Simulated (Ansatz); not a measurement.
LiCl: do energies and stresses tell the same story?

Method: DFT PBE, scalar-relativistic, plane waves, PAW (Ansatz).

Settings: cutoff 420 eV, Γ-centred mesh 8×8×8 on the computed 2-atom cell, Gaussian smearing of 0.02 eV; no spin polarisation.

Relaxed cell: Fm-3m, a = 5.150 Å, b = 5.150 Å, c = 5.150 Å, α = 90.00°, β = 90.00°, γ = 90.00°, 2 atoms in the primitive cell.

Energies at zero smearing and pressures from the stress tensor, at volumes with shape and atoms relaxed:
| V (Å³/atom) | E − E(first) (meV/atom) | P (GPa) |
| --- | --- | --- |
| 15.027 | 0.00 | 5.36 |
| 15.540 | -14.38 | 3.68 |
| 16.052 | -23.80 | 2.25 |
| 16.564 | -29.01 | 1.04 |
| 17.077 | -30.63 | 0.00 |
| 17.589 | -29.19 | -0.88 |
| 18.101 | -25.14 | -1.63 |
| 18.784 | -16.35 | -2.46 |

Q: Check P = −dE/dV between neighbouring volumes, and get the bulk modulus from the pressures alone.

A: With 1 eV/Å³ = 160.2 GPa:
```tsv
middle V (Å³/atom)	−ΔE/ΔV (GPa)	mean P (GPa)
15.284	4.497	4.520
15.796	2.946	2.966
16.308	1.628	1.645
16.820	0.506	0.520
17.333	-0.450	-0.438
17.845	-1.265	-1.255
18.443	-2.063	-2.048
```

The two differ by 0.02 GPa at most. The mean of two end pressures misses the average over a step by about ΔV² P″/12, up to 0.02 GPa here; with that taken off 0.00 GPa remains. Around V = 17.077 Å³/atom, the two neighbours give B = −V ΔP/ΔV = 17.077 × 1.92 / 1.025 = 31.9 GPa, against B0 = 31.8 GPa from the Birch–Murnaghan fit of the energies.